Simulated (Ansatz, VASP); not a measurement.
**One calculation of BN, two programs**

File INCAR:

```
PREC     = Accurate       # precision mode
ENCUT    = 520            # plane-wave cutoff, eV
EDIFF    = 1E-6           # SCF threshold, eV
ISMEAR   = 0              # smearing method
SIGMA    = 0.05           # smearing width, eV
LREAL    = False          # projectors in reciprocal space
LASPH    = True           # aspherical terms in the spheres
NELM     = 80             # most SCF steps
ALGO     = Normal         # electronic algorithm
ISIF     = 2              # what is computed and relaxed
LWAVE    = False          # write WAVECAR
LCHARG   = False          # write CHGCAR
GGA      = PE             # functional
IVDW     = 12             # dispersion correction
NBANDS   = 11             # bands
```

File KPOINTS:

```
regular mesh
0
Gamma
  12 12 12
```

File POSCAR:

```
BN
1.0
    1.2010769119      0.6934420784      3.1030996510
   -1.2010769119      0.6934420784      3.1030996510
    0.0000000000     -1.3868841568      3.1030996510
B N
1 1
Direct
    0.9996712000      0.9996712000      0.9996712000
    0.3327618000      0.3327618000      0.3327618000
```

Input for Ansatz:

```yaml
crystal:
  lattice:
    - [1.2010769119, 0.6934420784, 3.103099651]
    - [-1.2010769119, 0.6934420784, 3.103099651]
    - [0.0, -1.3868841568, 3.103099651]
  atoms:
    - { symbol: B, position: [0.9996712, 0.9996712, 0.9996712] }
    - { symbol: "N", position: [0.3327618, 0.3327618, 0.3327618] }
basis:
  ecutwfc: 420
kpoints:
  mp_grid: { grid: [12, 12, 12] }
hamiltonian:
  xc: pbe
  dispersion: d3bj
scf:
  occupations: { method: gaussian, width: 0.05 }
output:
  forces: true
  stress: true
  eigenvalues: true
```

Change from the starting cell: strain -0.040 along x and y, -0.080 along z, atoms carried along.

Alike in both runs: task single point; functional PBE; dispersion D3(BJ); k mesh 12 × 12 × 12; occupations gaussian, width 0.05 eV; no spin polarisation.

|  | VASP | Ansatz |
| --- | --- | --- |
| version | VASP 6.6.1 | Ansatz 0.2.0 |
| potentials or method | VASP PAW PBE potentials, release 64 (B, N) | scalar-relativistic, plane waves, PAW |
| plane-wave cutoff (eV) | 520 | 420 |
| valence electrons in the cell | 8 | 8 |

|  | VASP | Ansatz | Ansatz less VASP |
| --- | --- | --- | --- |
| gap on the k mesh at the Fermi level (eV) | 4.30 | 4.31 | +0.011 |
| least direct gap on the mesh (eV) | 5.02 | 5.02 | +0.004 |
| pressure (GPa) | 40.4 | 40.3 | -0.08 |
| largest component of the traceless stress (GPa) | 38.14 | 37.88 | -0.262 |
| rms of the force components (eV/Å) | 0.017 | 0.017 | -0.0002 |

Atom by atom the forces differ by 0.000 eV/Å (rms over components).

Caveats: so large a pressure means that the cell lies far from this level's equilibrium, or that cutoff or potentials fall short (VASP). A k mesh can miss the band edges.
